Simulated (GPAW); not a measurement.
Crystal: Au.

```
Au
1.0
     0.00000    2.03500    2.03500
     2.03500    0.00000    2.03500
     2.03500    2.03500    0.00000
Au
1
Cartesian
  0.0000 0.0000 0.0000
```

Program: GPAW 26.7.0. Alike in all runs: task band structure; cell as given; k mesh 11 × 11 × 11; cutoff (eV) 600; smearing fermi-dirac 0.05 eV.

Question: Order these runs on this cell by their pressure, lowest first.
A. level LDA; potentials or basis JTH PAW 2.0, LDA, pw; spin off; band points 60; data set Au jth
B. level PW91; potentials or basis PAW data sets generated in the run's folder for this functional, pw; spin SOC, no magnetisation; band points 100; spin axis theta (degrees) 0; spin axis phi (degrees) 0
C. level r2SCAN; potentials or basis GPAW PAW data sets (gpaw-data 1.2.1), pw; spin SOC, no magnetisation; band points 100; spin axis theta (degrees) 90; spin axis phi (degrees) 0
D. level LDA+U; potentials or basis the program's PAW data sets (release 1.2.1) made for this functional, pw; spin off; U Au d U = 3.5 eV; band points 80

Answer: A (-3.4 GPa), D (-1.3 GPa), C (10.1 GPa), B (13.8 GPa).

Caveats: with this Au data set, volumes or pressures lay over 1.5 % or 2 GPa off other programs in two to four cells of ten (some runs); spin-orbit coupling was added after a scalar SCF, so levels and gaps hold it while energy, forces, pressure and moments don't (some runs); the PAW data sets were made with another functional, which shifts forces and pressure a little (some runs); U without spin polarisation on a metal has little footing (some runs); the U is typed as a test and isn't derived for this compound (some runs).

Runs at the PBE level aren't shown here.
